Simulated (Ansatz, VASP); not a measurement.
## Ge in VASP and in Ansatz

INCAR

```
SYSTEM = Ge
PREC     = Accurate       ! precision mode
ENCUT    = 520            ! plane-wave cutoff, eV
EDIFF    = 1E-6           ! SCF threshold, eV
ISMEAR   = -1             ! smearing method
SIGMA    = 0.05           ! smearing width, eV
LREAL    = .FALSE.        ! projectors in reciprocal space
LASPH    = .TRUE.         ! aspherical terms in the spheres
NELM     = 150            ! most SCF steps
ALGO     = Normal         ! electronic algorithm
ISIF     = 2              ! what is computed and relaxed
LWAVE    = .FALSE.        ! write WAVECAR
LCHARG   = .FALSE.        ! write CHGCAR
ISPIN    = 2              ! spin polarisation
MAGMOM   = 0.5 -0.5       ! initial moments
LORBIT   = 11             ! projections on sites
GGA      = RP             ! functional
NBANDS   = 25             ! bands
```

Contents of KPOINTS:

```
Automatic mesh
0
G
  8 8 8
  0 0 0
```

The input POSCAR:

```
Ge
1.0
    0.0000000000      2.7906767997      2.7906767997
    2.7906767997      0.0000000000      2.7906767997
    2.7906767997      2.7906767997      0.0000000000
Ge
2
Direct
    0.7500000000      0.7500000000      0.7500000000
    0.5000000000      0.5000000000      0.5000000000
```

input.yaml

```yaml
crystal:
  lattice:
    - [0.0, 2.7906767997, 2.7906767997]
    - [2.7906767997, 0.0, 2.7906767997]
    - [2.7906767997, 2.7906767997, 0.0]
  atoms:
    - { symbol: Ge, position: [0.75, 0.75, 0.75], spin: 0.5 }
    - { symbol: Ge, position: [0.5, 0.5, 0.5], spin: -0.5 }
kpoints:
  mp_grid: { grid: [8, 8, 8] }
scf:
  occupations: { method: fermi_dirac, width: 0.05 }
hamiltonian:
  xc: rpbe
  pseudopotentials: { kind: all_electron, lapw: { basis_error: 0.002 } }
magnetization:
  spin_polarized: true
output:
  forces: true
  stress: true
  eigenvalues: true
```

Change from the starting cell: volume scaled by 0.96.

Alike in both runs: task single point; functional RPBE; k mesh 8 × 8 × 8; occupations fermi-dirac, width 0.05 eV; collinear spin.

|  | VASP | Ansatz |
| --- | --- | --- |
| version | VASP 6.6.1 | Ansatz 0.2.0 |
| potentials or method | VASP PAW PBE potentials, release 64 (Ge_d) | all-electron LAPW, scalar-relativistic |
| plane-wave cutoff (eV) | 520 | see its input |

Ansatz gave:

```
gap on the k mesh at the Fermi level (eV) : 0.39
least direct gap on the mesh (eV)         : 0.53
pressure (GPa)                            : 8.9
net moment per atom (μB)                  : 0.00
```

Q: What did VASP give for the same quantities?

A: gap on the k mesh at the Fermi level (eV): 0.40; least direct gap on the mesh (eV): 0.53; pressure (GPa): 8.9; net moment per atom (μB): 0.00.

Ansatz ran all-electron here, so the differences hold the error of VASP's frozen core and of both bases.

Caveats: the PAW data sets were made with another functional, which shifts forces and pressure a little (VASP); the starting moments weren't kept (Ansatz).
